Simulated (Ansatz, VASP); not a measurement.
SnTe: VASP beside Ansatz

Contents of INCAR:

```
PREC = Accurate
ENCUT = 520
EDIFF = 1E-6
ISMEAR = -1
SIGMA = 0.05
LREAL = False
LASPH = True
NELM = 100
ALGO = Normal
ISIF = 2
LWAVE = False
LCHARG = False
GGA = PE
ALDAC = 0.0
AGGAC = 0.0
NBANDS = 17
```

File KPOINTS:

```
regular mesh
0
Gamma
  7 7 7
```

File POSCAR:

```
SnTe
1.0
    0.0000000000      3.2126470615      3.2126470615
    3.2126470615      0.0000000000      3.2126470615
    3.2126470615      3.2126470615      0.0000000000
Te Sn
1 1
Direct
    0.5000000000      0.5000000000      0.5000000000
    0.0000000000      0.0000000000      0.0000000000
```

Contents of input.yaml:

```yaml
crystal:
  lattice:
    - [0.0, 3.2126470615, 3.2126470615]
    - [3.2126470615, 0.0, 3.2126470615]
    - [3.2126470615, 3.2126470615, 0.0]
  atoms:
    - { symbol: Te, position: [0.5, 0.5, 0.5] }
    - { symbol: Sn, position: [0.0, 0.0, 0.0] }
hamiltonian:
  xc: { exchange: pbe, correlation: none }
  pseudopotentials: { kind: paw }
kpoints:
  mp_grid: { grid: [7, 7, 7] }
scf:
  occupations: { method: fermi_dirac, width: 0.05 }
output:
  forces: true
  stress: true
  eigenvalues: true
  write_density: true
  write_potential: true
  elf: true
  volumetric_format: npy
```

Alike in both runs: task single point; functional PBE exchange alone; k mesh 7 × 7 × 7; occupations fermi-dirac, width 0.05 eV; no spin polarisation.

|  | VASP | Ansatz |
| --- | --- | --- |
| version | VASP 6.6.1 | Ansatz 0.2.0 |
| potentials or method | VASP PAW PBE potentials, release 64 (Te, Sn_d) | Ansatz PAW |
| plane-wave cutoff (eV) | 520 | 420 |
| valence electrons in the cell | 20 | 30 |

```tsv
	VASP	Ansatz	Ansatz less VASP
gap on the k mesh at the Fermi level (eV)	0.71	0.71	+0.002
least direct gap on the mesh (eV)	0.71	0.71	+0.002
pressure (GPa)	7.7	7.7	+0.01
```

The two sets of potentials don't hold the same shells in valence.

Caveats: the PAW data sets come from PBE, with cores solved anew for the run's functional, which leaves a small shift of forces and pressure (Ansatz). Spin-orbit coupling is left out, which matters for the levels of Te.
